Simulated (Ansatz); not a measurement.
## SiC: energy along a strain

SiC, F-43m, a = 4.348 Å (as given, not relaxed at this level: 1.3 GPa). The compound has several low-lying forms, and this is one of them. Ansatz: r2SCAN, PAW, 500 eV, Γ-centred 12×12×12 mesh on 2 atoms, Gaussian smearing 0.05 eV; no spin polarisation. Cell vectors (Å): 0.000 2.174 2.174; 2.174 0.000 2.174; 2.174 2.174 0.000. The cell is strained by x per cent times the pattern (0 1 0 0 0 0) in the order xx yy zz yz xz xy (engineering shears), with fractional coordinates held. y is the free energy over the start, V0 = 10.275 Å³/atom.

```
x (%) y (meV/atom)
-6.00         54.44
-4.50         31.45
-3.00         14.76
-1.50          4.31
 0.00          0.00
 1.50          1.74
 3.00          9.41
 4.50         22.90
 5.25         31.79
 6.00             ?
```

Q: Fit y = c1 x + c2 x² + c3 x³ to the other rows, get the stiffness along the pattern, and predict the missing energy.

A: Least squares on the rows shown. y = −0.84877 x + 1.3414 x² − 0.0049413 x³. The clamped-ion stiffness p·C·p = 2 × 13.41 eV × 160.2 / 10.275 Å³ = 418 GPa, which is C22 in these axes (C11 of the cubic crystal) (second derivative at the start, which stands under stress). At x = 6.00 the fit asked for gives 42.13 meV/atom. The run gave 42.09 meV/atom, so the fit is 0.04 meV/atom too high, a small miss on the scale of the series.